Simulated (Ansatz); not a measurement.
# Pb in Ansatz: the effect of functional

The system is Pb.

```
CELL_PARAMETERS angstrom
3.50305 0.00000 0.00000
-1.75152 3.03373 0.00000
0.00000 0.00000 5.62702
ATOMIC_POSITIONS crystal
Pb 0.66667 0.33333 0.75000
Pb 0.33333 0.66667 0.25000
```

This isn't the form of Pb at room conditions, which is fcc.

The cell isn't the ideal one: volume scaled by 1.02.

Alike in all runs:

```yaml
Program: Ansatz 0.2.0
Task: single point
Potentials_or_basis: Ansatz PAW
k_mesh: 9 × 9 × 5
Occupations: fermi-dirac, width 0.05 eV
Spin: no spin polarisation
```

**Question.** One run gave: pressure 0.1 GPa. Which functional did it use?
A. PBEsol
B. r2SCAN
C. LDA
D. PBE

**Answer.** A.

| functional | cutoff | pressure (GPa) |
| --- | --- | --- |
| LDA | 420 eV (not typed: the program's choice for these potentials) | -1.4 |
| PBE | 420 eV (not typed: the program's choice for these potentials) | 3.1 |
| PBEsol | 420 eV (not typed: the program's choice for these potentials) | 0.1 |
| r2SCAN | 500 eV (not typed: the program's choice for these potentials) | 1.8 |

Caveats: the PAW data sets come from PBE, with cores solved anew for the run's functional, which leaves a small shift of forces and pressure (some runs).
